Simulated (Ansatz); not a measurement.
# Ge: straining the crystal, biaxial strain in the a-b plane

Aim: apply biaxial strain in the a-b plane to Ge from -4.5 to +4.5 %, where the length and tilt of c and the atoms relax, and follow energy, stress and any gap.

Method: DFT PBEsol, scalar-relativistic, plane waves, PAW, in Ansatz 0.2.0.

3 further runs of the same task are left out: 3 set aside as unsound or not needed.

## 1. Starting point

The structure is hexagonal, space group P6_3/mmc (No. 194). The conventional cell has a = 3.997 Å, b = 3.997 Å, c = 6.596 Å, α = 90.00°, β = 90.00°, γ = 120.00°. Ge (site symmetry 3m) has 4 Ge at 2.45 to 2.47 Å as nearest neighbours.

Structure file:

```
CELL_PARAMETERS angstrom
3.99697 0.00000 0.00000
-1.99848 3.46148 0.00000
0.00000 0.00000 6.59637
ATOMIC_POSITIONS crystal
Ge 0.66667 0.33333 0.06291
Ge 0.33333 0.66667 0.56291
Ge 0.66667 0.33333 0.43709
Ge 0.33333 0.66667 0.93709
```

It goes back to an entry of the Materials Project, which need not be the stable form.

It is the result of an earlier relaxation at this level (volume 22.82 Å³/atom; gap on the mesh: none (metal)).

## 2. Zero strain

Input file input.yaml:

```yaml
crystal:
  lattice:
    - [3.9969678618, 0.0, 0.0]
    - [-1.9984839309, 3.4614757064, 0.0]
    - [0.0, 0.0, 6.5963651449]
  atoms:
    - { symbol: Ge, position: [0.6666666667, 0.3333333333, 0.0629118567] }
    - { symbol: Ge, position: [0.3333333333, 0.6666666667, 0.5629118567] }
    - { symbol: Ge, position: [0.6666666667, 0.3333333333, 0.4370881433] }
    - { symbol: Ge, position: [0.3333333333, 0.6666666667, 0.9370881433] }
basis:
  ecutwfc: 420
kpoints:
  mp_grid: { grid: [18, 18, 8] }
hamiltonian:
  xc: pbesol
scf:
  occupations: { method: gaussian, width: 0.1 }
output:
  forces: true
  stress: true
  eigenvalues: true
```

Launch:

```
ansatz run input.yaml --threads 1 --pin off --max-ram 2560MiB --backend cpu --events-out ev --progress --plain --runs-dir out
```

The session goes on with these runs: the cell strained by -1.5 %; At +1.5 %; the cell strained by -3.0 %; the cell strained by +3.0 %; At -4.5 %; strain +4.5 %.

Q: Predict the outcome of this session. Wanted: (1/V) d²E/dε² at zero strain, cubic fit; strain of the free axis c per applied strain.

**Answer**, as computed:

```
                                    quantity                    value
                         largest energy cost  54.2 meV/atom at -4.5 %
     (1/V) d²E/dε² at zero strain, cubic fit                  338 GPa
strain of the free axis c per applied strain                    -0.30
```

**Reading.** The curvature of the energy, 338 GPa, is twice the biaxial modulus. Compression by 4.5 % costs 54.2 meV/atom and stretching 43.4. The free axis c moves against the applied strain (factor -0.30).
